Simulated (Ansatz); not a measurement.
Ansatz input

```yaml
crystal:
  lattice:
    - [2.5503316272, 0.0, 0.0]
    - [-1.2751658136, 2.2086519773, 0.0]
    - [0.0, 0.0, 4.5697218908]
  atoms:
    - { symbol: Cr, position: [0.3333333333, 0.6666666667, 0.25], spin: 1.5 }
    - { symbol: Cr, position: [0.6666666667, 0.3333333333, 0.75], spin: 1.5 }
hamiltonian:
  xc: pbe
  pseudopotentials:
    kind: paw
    azcp:
      Cr: "pseudopotentials/Cr.paw.azcp"
basis:
  ecutwfc: 420
  fft_grid_basis: typed
kpoints:
  mp_grid: { grid: [16, 16, 8], shift: [0, 0, 0] }
magnetization:
  spin_polarized: true
scf:
  occupations: { method: fermi_dirac, width: 0.05 }
  lower_state_search: "off"
output:
  stress: true
```

Terminal output

```
Engine: ansatz 0.2.0, x86_64-unknown-linux-gnu
Pseudopotentials: kind: paw
Pseudopotential: Cr, paw, valence charge 14, recommended cutoff 420 eV (normal) 
Functional definition: PBE
  parameter kappa = 0.804
  parameter beta = 0.06672455060314922
  exchange = pbe_x(kappa = kappa, mu = beta*pi^2/3)
  correlation = pbe_c(beta = beta)
Crystal: 2 atoms, lattice volume = 25.740 Å³
Basis set: ecut = 420 eV, 513 PW (Γ)
Bands: 20, of which v1, the nominal top of the filled ones, is band 14 counted from 1 (13 counted from 0)
Symmetry: 24 space group operations
Space group: P63/mmc (ITA 194), of the structure as read, at distance tolerance 3.0e-5 Å
Magnetic group: BNS 194.263 (UNI 1493), of the structure as read, at distance tolerance 3.0e-5 Å
k-points: 150 of 2048
Non-local potential: Cr, projectors of the file, l = 0: 3, l = 1: 2, l = 2: 3, l = 3: 1
PAW form: soft (Blöchl's): semilocal exchange-correlation on the pseudo side does not see the compensation charge
PAW one-centre angular grid: Cr, 590 points (default); XC on 64 Gauss nodes
Initial density: superposition of atomic densities (chi_scale 0.1, normalization cell)
Starting moments: Σ|m| = 3 μB on 2 of 2 sites
Initial wavefunctions: pseudopotential atomic-orbital guess
Functional: x = pbe(κ = 0.804, μ = 0.2195149727645171), c = pbe(β = 0.06672455060314922)
SCF iter   1: F=—  HF=-6757.354816 eV  |F-HF|=—  |Δ(HF+E_count)|=         —  Δρ=2.01e-1 (↑2.01e-1 ↓5.49e-2)  dr2=1.21e1  dr2_m=1.87e0  M=1.340 μB ∫|m|=1.340 μB  β_m=0.30  ethr=3.10e-3  ⟨swp⟩=3.4  Hψ=20849  notcnv=0
SCF iter   2: F=—  HF=-6755.104876 eV  |F-HF|=—  |Δ(HF+E_count)|=    2.25e0  Δρ=1.07e-1 (↑1.07e-1 ↓3.47e-2)  dr2=3.03e0  dr2_m=7.53e-1  M=1.439 μB ∫|m|=1.439 μB  β_m=0.30  ethr=3.10e-3  ⟨swp⟩=2.1  Hψ=13694  notcnv=0  defer=164
SCF iter   3: F=—  HF=-6754.459446 eV  |F-HF|=—  |Δ(HF+E_count)|=   6.45e-1  Δρ=4.13e-2 (↑3.25e-2 ↓4.13e-2)  dr2=9.51e-2  dr2_m=2.67e-1  M=1.527 μB ∫|m|=1.528 μB  β_m=0.30  ethr=3.10e-3  ⟨swp⟩=2.4  Hψ=11578  notcnv=0  defer=159
SCF iter   4: F=—  HF=-6754.437578 eV  |F-HF|=—  |Δ(HF+E_count)|=   2.19e-2  Δρ=3.56e-2 (↑3.56e-2 ↓2.73e-2)  dr2=1.81e-2  dr2_m=2.33e-1  M=1.354 μB ∫|m|=1.355 μB  β_m=0.30  ethr=3.40e-4  ⟨swp⟩=2.3  Hψ=13605  notcnv=0  defer=98
SCF iter   5: F=—  HF=-6754.459702 eV  |F-HF|=—  |Δ(HF+E_count)|=   2.21e-2  Δρ=2.74e-2 (↑2.56e-2 ↓2.74e-2)  dr2=8.92e-4  dr2_m=1.66e-1  M=1.247 μB ∫|m|=1.248 μB  β_m=0.30  ethr=6.48e-5  ⟨swp⟩=2.1  Hψ=10619  notcnv=0  defer=98
SCF iter   6: F=—  HF=-6754.483937 eV  |F-HF|=—  |Δ(HF+E_count)|=   2.42e-2  Δρ=2.42e-2 (↑2.35e-2 ↓2.42e-2)  dr2=2.69e-4  dr2_m=1.34e-1  M=1.128 μB ∫|m|=1.129 μB  β_m=0.30  ethr=3.18e-6  ⟨swp⟩=2.0  Hψ=11800  notcnv=0  defer=98
SCF iter   7: F=—  HF=-6754.500906 eV  |F-HF|=—  |Δ(HF+E_count)|=   1.70e-2  Δρ=2.16e-2 (↑2.12e-2 ↓2.16e-2)  dr2=6.16e-5  dr2_m=1.08e-1  M=1.022 μB ∫|m|=1.023 μB  β_m=0.30  ethr=9.59e-7  ⟨swp⟩=2.0  Hψ=11652  notcnv=0  defer=98
...
SCF iter  19: F=—  HF=-6754.572069 eV  |F-HF|=—  |Δ(HF+E_count)|=   2.27e-6  Δρ=2.94e-5 (↑2.49e-5 ↓2.94e-5)  dr2=3.80e-7  dr2_m=4.75e-8  M=0.000 μB ∫|m|=0.000 μB  β_m=0.84  ethr=1.60e-9  ⟨swp⟩=2.1  Hψ=9933  notcnv=0  defer=85
iter 20 did not close the SCF: its close was put off for a magnetic moment that had not settled (scf_convergence_deferred on its scf_iter line)
SCF iter  20: F=-6754.572069 eV  HF=-6754.572069 eV  |F-HF|=2.46e-9  |Δ(HF+E_count)|=   2.84e-8  Δρ=6.27e-6 (↑6.27e-6 ↓3.82e-6)  dr2=5.38e-9  dr2_m=4.44e-9  M=-0.000 μB ∫|m|=0.000 μB  β_m=0.92  ethr=3.57e-10  ⟨swp⟩=3.0  Hψ=22435  notcnv=0
iter 21 did not close the SCF: its close was put off for a magnetic moment that had not settled (scf_convergence_deferred on its scf_iter line)
SCF iter  21: F=-6754.572069 eV  HF=-6754.572069 eV  |F-HF|=2.78e-10  |Δ(HF+E_count)|=   1.17e-8  Δρ=1.56e-6 (↑1.07e-6 ↓1.56e-6)  dr2=1.67e-10  dr2_m=3.69e-10  M=-0.000 μB ∫|m|=0.000 μB  β_m=0.96  ethr=1.92e-11  ⟨swp⟩=1.0  Hψ=17130  notcnv=0
SCF iter  22: F=-6754.572069 eV  HF=-6754.572069 eV  |F-HF|=3.64e-12  |Δ(HF+E_count)|=  9.02e-10  Δρ=1.77e-7 (↑1.25e-7 ↓1.77e-7)  dr2=2.35e-12  dr2_m=4.82e-12  M=-0.000 μB ∫|m|=0.000 μB  ethr=1.00e-12  ⟨swp⟩=1.0  Hψ=17086  notcnv=0
WARN: the starting moments were not kept: the SCF closed with an absolute magnetisation of 1.1e-5 μB, where they sum to 3 μB in size (2 sites). That is at most 0.1 of that sum. Measured as dr2_m measures the in/out step, that magnetisation stands 4.7e-11 eV from none, at or under the dr2_threshold of 1.0e-7 eV: it is no larger than a step whose dr2_m would equal this threshold. The system may hold no moment; this SCF shows only that its start led to no more than that. To try another start: raise the starting moments (crystal.atoms[].spin, magnetization.per_species, magnetization.initial_magnetization, or on a non-collinear deck that types none of these the spinor_matrix: blocks that start its atoms; where the total moment is fixed, keep their sum and leave initial_magnetization as it is; typed ones take the place of any that the run laid by itself, positive ones on a crystal's lanthanoids without a Hubbard term where scf.initial_density.shell_occupations: [] is typed) or, if the notice of its spin-set hold's release reads "site moments contracting" or "site moments show no strong build", lengthen the hold (scf.mixing.spin_hold: { on: { confirm: 4 } }; for m-r²SCAN on two components see the key's manual first). Each may lead to a state that holds a moment. A second SCF, from the converged charge density, with the starting moments and any scf.initial_density.shell_occupations laid on it anew, would have followed, and was not run: the deck does not ask for one (magnetization.retry_lost_moments is false, the default). To let it run, set magnetization.retry_lost_moments: true and run the deck again, where that key's refused combinations let it; where memory then withholds it, that run's warning says so.
SCF 1 converged in 22 iterations: F = -6754.572069 eV  dr2 = 2.35e-12
SCF converged after 22 iterations
Magnetization: -0.0000 μB (14.0000 up, 14.0000 down)
Absolute magnetization: 0.0000 μB (∫|ρ↑−ρ↓|, with the PAW one-centre terms)
Spin contamination: 0.0000 ħ² per cell (⟨S²⟩ above its minimum at these occupations)
Per-site moments (μB) at R_I (Å): [(-4.716845651253524e-6, 1.0520117962366462), (-4.7168456513981826e-6, 1.0520117962366462)]
Free energy (F): -6754.572069 eV
Harris-Foulkes:  -6754.572069 eV  (|F-HF|=3.64e-12)
Internal energy: -6754.542066 eV  (E = F + TS)
E sigma→0 (E₀):  -6754.557067 eV
Entropy (-TS):   -0.030003 eV (-15.001 meV/atom)
Fermi energy:    16.964272 eV
--- Per-component energies (eV) ---
  E_band       = -347.743294
  E_kinetic    = 682.543595
  E_local      = -2551.044451  (includes V_loc(G=0)·N_el)
  E_nonlocal   = 157.102196
  E_hartree    = 1098.189135
  E_xc         = -278.333438
  E_vxc        = -354.955900  (∫ρ·V_xc dr)
  E_paw        = -2389.214754  (= ΣΔE_a)
  E_vpaw       = -477.767854  (= ΣTr[D̂ρ^β])
  E_aug_tail   = 0.000748  (compensation charges beyond the density's cutoff)
  E_ewald      = -3473.785097
  E_smearing   = -0.030003  (= −TS)
  E_closure    = -0.000000  (closes the sum)
  Σ components = -6754.572069   (vs F -6754.572069, Δ=0.00e0)
--- Stress (GPa, compression-positive) ---
      -16.020422      -0.000000       0.000000
       -0.000000     -16.020422       0.000000
        0.000000       0.000000     -14.197119
  P = ⅓ Tr σ = -15.4127 GPa (-154.127 kbar)
```

Command:

```sh
ansatz run input.yaml --threads 1 --pin off --max-ram 3584MiB --backend cpu --events-out ev --progress --plain --runs-dir out
```

On 1 thread of Intel(R) Xeon(R) Platinum 8259CL CPU @ 2.50GHz (Skylake/Cascade Lake) (shared host) this took about 30 s of wall time and 27 s of CPU time.
